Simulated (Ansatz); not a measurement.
The calculation used Ansatz 0.2.0, DFT PBE, scalar-relativistic, plane waves, PAW. All cells share a 420 eV cutoff and Γ-centred k meshes spaced at most about 0.3 Å⁻¹ (about 0.25 or finer for metals, 2π included). No spin polarisation in the final relaxations.

All energies are static (0 K, no zero-point motion).

Compare these two cells of ZnO, each relaxed at this level.

A.

```cif
data_structure
_symmetry_space_group_name_H-M 'P4_2/mmc'
_symmetry_Int_Tables_number 131
_cell_length_a 3.0284
_cell_length_b 3.0284
_cell_length_c 5.4071
_cell_angle_alpha 90.000
_cell_angle_beta 90.000
_cell_angle_gamma 90.000
_cell_volume 49.59
loop_
_atom_site_label
_atom_site_type_symbol
_atom_site_symmetry_multiplicity
_atom_site_Wyckoff_symbol
_atom_site_fract_x
_atom_site_fract_y
_atom_site_fract_z
_atom_site_occupancy
Zn1 Zn 2 c 0.00000 0.50000 0.00000 1
O1 O 2 f 0.50000 0.50000 0.25000 1
```

B.

```cif
data_structure
_symmetry_space_group_name_H-M 'P4/mmm'
_symmetry_Int_Tables_number 123
_cell_length_a 2.8485
_cell_length_b 2.8485
_cell_length_c 4.7514
_cell_angle_alpha 90.000
_cell_angle_beta 90.000
_cell_angle_gamma 90.000
_cell_volume 38.55
loop_
_atom_site_label
_atom_site_type_symbol
_atom_site_symmetry_multiplicity
_atom_site_Wyckoff_symbol
_atom_site_fract_x
_atom_site_fract_y
_atom_site_fract_z
_atom_site_occupancy
Zn1 Zn 1 b 0.00000 0.00000 0.50000 1
O1 O 1 d 0.50000 0.50000 0.50000 1
```

Question: Which is lower in energy, and by how much?

Answer: A is lower, by 56 meV/atom. A has space group P4_2/mmc (No. 131), 12.4 Å³/atom and no gap on its mesh; B has space group P4/mmm (No. 123), 19.3 Å³/atom and a gap of 0.22 eV. In A, around Zn lie 4 O at 2.03 Å; O has 4 Zn at 2.03 Å. In B, around Zn lie 4 O at 2.01 Å; O is surrounded by 4 Zn at 2.01 Å. Both come from invented guesses. The part of the Crystallography Open Database at hand lists ZnO in space groups No. 186, 216, 225; no cell shown has one of them.

Weakly bound directions are ill-defined at this level, which has no dispersion term (P4/mmm), and this can change margins and order among such cells. Kohn–Sham gaps at this level usually fall short of measured ones. The zero gap of P4_2/mmc may come from the functional, which often closes small gaps. Cells relaxed within their symmetry can be saddle points.
